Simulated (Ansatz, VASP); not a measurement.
## AgCl: VASP beside Ansatz

Contents of INCAR:

```
PREC = Accurate
ENCUT = 520
EDIFF = 1E-6
ISMEAR = 0
SIGMA = 0.01
LREAL = False
LASPH = True
NELM = 80
ALGO = Normal
ISIF = 2
LWAVE = False
LCHARG = False
GGA = PE
NBANDS = 16
```

The input KPOINTS:

```
regular mesh
0
Gamma
  6 6 6
```

File POSCAR:

```
AgCl
1.0
    0.0000000000      2.7731838126      2.7731838126
    2.7731838126      0.0000000000      2.7731838126
    2.7731838126      2.7731838126      0.0000000000
Ag Cl
1 1
Direct
    0.0000000000      0.0000000000      0.0000000000
    0.5000000000      0.5000000000      0.5000000000
```

Input for Ansatz:

```yaml
crystal:
  lattice:
    - [0.0, 2.7731838126, 2.7731838126]
    - [2.7731838126, 0.0, 2.7731838126]
    - [2.7731838126, 2.7731838126, 0.0]
  atoms:
    - { symbol: Ag, position: [0.0, 0.0, 0.0] }
    - { symbol: Cl, position: [0.5, 0.5, 0.5] }
kpoints:
  mp_grid: { grid: [6, 6, 6] }
hamiltonian:
  xc: pbe
scf:
  occupations: { method: fixed }
output:
  optics:
    e_range: [0, 12]
    de: 0.05
    sigma: 0.1
    bands: { spectra_wanted_up_to: 12 }
```

Alike in both runs: task single point; functional PBE; k mesh 6 × 6 × 6; no spin polarisation.

```csv
,VASP,Ansatz
version,VASP 6.6.1,Ansatz 0.2.0
potentials or method,"VASP PAW PBE potentials, release 64 (Ag, Cl)","plane waves, PAW"
plane-wave cutoff (eV),520,420
occupations,"gaussian, width 0.01 eV",fixed
valence electrons in the cell,18,26
```

```csv
,VASP,Ansatz,Ansatz less VASP
gap on the k mesh at the Fermi level (eV),0.91,0.91,+0.003
```

The two sets of potentials don't hold the same shells in valence.

A k mesh can miss the band edges. PBE gaps usually lie below the measured ones, often by a third to a half.
